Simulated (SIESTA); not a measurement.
Write the native input for SIESTA 5.4.2 that does the following.

```yaml
Task: band structure
Functional: PBEsol
Potentials_or_basis: PseudoDojo 0.4 standard (PBEsol files)
Basis: DZP (energy shift 0.003 Ry; two zetas on semicore shells)
Grid_cutoff: 800 Ry
Energy_shift: 0.003 Ry
k_mesh: 11 × 11 × 6
Occupations: fermi-dirac, width 0.05 eV
Spin: no spin polarisation
```

Crystal: Ru.

```xyz
2
Lattice="2.7058 0.0000 0.0000 -1.3529 2.3433 0.0000 0.0000 0.0000 4.1106" Properties=species:S:1:pos:R:3 pbc="T T T"
Ru    1.3529    0.7811    3.0830
Ru    0.0000    1.5622    1.0277
```

The cell isn't the ideal one: cell strained along z.

The input as run:

Ru.fdf

```
SystemName                      Ruthenium
SystemLabel                     Ru
NumberOfSpecies                 1
NumberOfAtoms                   2
%block ChemicalSpeciesLabel
  1  44 Ru
%endblock ChemicalSpeciesLabel

LatticeConstant                 1.0 Ang
%block LatticeVectors
     2.7058000000     0.0000000000     0.0000000000
    -1.3529000000     2.3432915376     0.0000000000
     0.0000000000     0.0000000000     4.1106240000
%endblock LatticeVectors
AtomicCoordinatesFormat         Fractional
%block AtomicCoordinatesAndAtomicSpecies
     0.6666666667     0.3333333333     0.7500000000  1  Ru
     0.3333333333     0.6666666667     0.2500000000  1  Ru
%endblock AtomicCoordinatesAndAtomicSpecies

%block kgrid.MonkhorstPack
   11   0   0  0.0
    0  11   0  0.0
    0   0   6  0.0
%endblock kgrid.MonkhorstPack
XC.Functional                   GGA
XC.Authors                      PBEsol
PAO.BasisSize                   DZP
PAO.EnergyShift                 0.003 Ry
Mesh.Cutoff                     800 Ry
OccupationFunction              FD
ElectronicTemperature           0.05 eV
MaxSCFIterations                120
SCF.MustConverge                false
SCF.Mixer.Method                Pulay
SCF.Mixer.Weight                0.25
SCF.Mixer.History               8
SCF.DM.Tolerance                5.0e-05
SCF.H.Tolerance                 1.0e-03 eV
WriteForces                     true
Charge.Mulliken                 end
BandLinesScale                  ReciprocalLatticeVectors
%block BandLines
    1    0.000000   0.000000   0.000000  \Gamma
   11    0.500000   0.000000   0.000000  M
    6    0.333333   0.333333   0.000000  K
   13    0.000000   0.000000   0.000000  \Gamma
    6    0.000000   0.000000   0.500000  A
   11    0.500000   0.000000   0.500000  L
    6    0.333333   0.333333   0.500000  H
   13    0.000000   0.000000   0.500000  A
    1    0.500000   0.000000   0.500000  L
    6    0.500000   0.000000   0.000000  M
    1    0.333333   0.333333   0.000000  K
    6    0.333333   0.333333   0.500000  H
%endblock BandLines
%block PAO.Basis
  Ru 5
  n=4 0 2
    3.003 0.000
  n=5 0 2
    8.548 0.000
  n=4 1 2
    3.442 0.000
  n=5 1 1
    8.548
  n=4 2 2
    5.925 0.000
%endblock PAO.Basis
```

Potentials or basis: PseudoDojo 0.4 standard (PBEsol files), DZP (energy shift 0.003 Ry; two zetas on semicore shells).

The run is started by

```sh
$ siesta Ru.fdf > Ru.out 2>&1
```

It gave:

| Property | Result |
| --- | --- |
| Pressure | 14.0 GPa |
| Band gap on the k mesh | none (metal or under the smearing width) |

Caveat: the basis of atomic orbitals isn't converged, which shifts pressures, moduli and gaps.

Wall time 65 s on 1 thread of Intel(R) Xeon(R) Platinum 8488C (Sapphire Rapids), with other jobs on the host, peak memory 0.31 GiB.
